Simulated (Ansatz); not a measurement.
# In: pressure and energy change per atom as volume scale varies

All results are calculated (Ansatz 0.2.0). Plane-wave DFT, scalar-relativistic PAW made under PBE with cores redone for the functional, no dispersion; the given relaxed cell is scaled uniformly, energy at zero smearing counts from the unscaled cell, pressure at the given Fermi-Dirac smearing is positive in compression.

The cell before it is scaled or strained (space group Pm-3m, No. 221):
```
cell vectors (Å)
   3.1424     0.0000     0.0000
   0.0000     3.1424     0.0000
   0.0000     0.0000     3.1424
atoms (fractions of the cell vectors)
In  0.00000  0.00000  0.00000
```

Settings of every row: spin polarised no; functional RPBE; wave cutoff 420 eV; smearing width 0.1 eV; k mesh 11x11x11.

Atom starting moment: 0 on all atoms.

Limits: the cell comes from a prototype or a list of computed structures and needn't be the stable phase.

| row | volume scale | V (Å³/atom) | pressure (GPa) | energy change per atom (meV) |
| --- | --- | --- | --- | --- |
| 1 | 0.88 | 27.307 | 4.83 | 51.73 |
| 2 | 0.92 | 28.548 | 2.91 | 22.02 |
| 3 | 0.96 | 29.789 | 1.38 | 5.69 |
| 4 | 1.04 | 32.271 | -0.77 | 2.73 |
| 5 | 1.08 | 33.513 | ? | ? |
| 6 | 1.12 | 34.754 | -2.04 | 26.5 |

Question: what pressure and energy change per atom should row 5 give?

Worked fit of pressure. Take u = (V_r/V)^(2/3) − 1 with V_r = 29.789 Å³ an atom, which is twice the finite (Eulerian) strain; such expansions in the strain, on which the Birch-Murnaghan equation of state is built, carry the rest volume and the bulk modulus. The shown rows have u = 0.05971, 0.02877, 0, -0.05195, -0.09767. Least squares give pressure = 1.384 + 49.07 × u + 143.8 × u² GPa; a straight line predicts inner rows, each left out in turn, worse (root mean square 0.41 against 0.0096 GPa). The rows lie off it by 0.00, 0.00, 0.00, 0.01, 0.00. The pressure vanishes at u = -0.0310, or V = 31.23 Å³ an atom, and there the bulk modulus at fixed shape and fractions is B = −V dP/dV = (2/3)(1 + u) dP/du = 25.9 GPa. The withheld row has u = -0.07553, so the fit gives 1.384 + 49.07 × (-0.07553) + 143.8 × (-0.07553)² = -1.50 GPa.

The calculation gave -1.51 GPa. The fit lies 0.01 GPa (0.15 % of the column's range) above it, one unit of the last digit.

Worked fit of energy change per atom. Take u = (V_r/V)^(2/3) − 1 with V_r = 29.789 Å³ an atom, which is twice the finite (Eulerian) strain; such expansions in the strain, on which the Birch-Murnaghan equation of state is built, carry the rest volume and the bulk modulus. The shown rows have u = 0.05971, 0.02877, 0, -0.05195, -0.09767. Least squares give energy change per atom = 5.906 + 392.88 × u + 6202.9 × u² meV; a straight line predicts inner rows, each left out in turn, worse (root mean square 18 against 0.64 meV). The rows lie off it by 0.25, -0.32, -0.22, 0.49, -0.21 (root mean square 0.32 meV). The withheld row has u = -0.07553, so the fit gives 5.906 + 392.88 × (-0.07553) + 6202.9 × (-0.07553)² = 11.62 meV.

The calculation gave 12.09 meV. The fit lies 0.47 meV (3.9 % of the value, 0.96 % of the column's range) below it; its largest miss of a shown row is 0.49 meV.
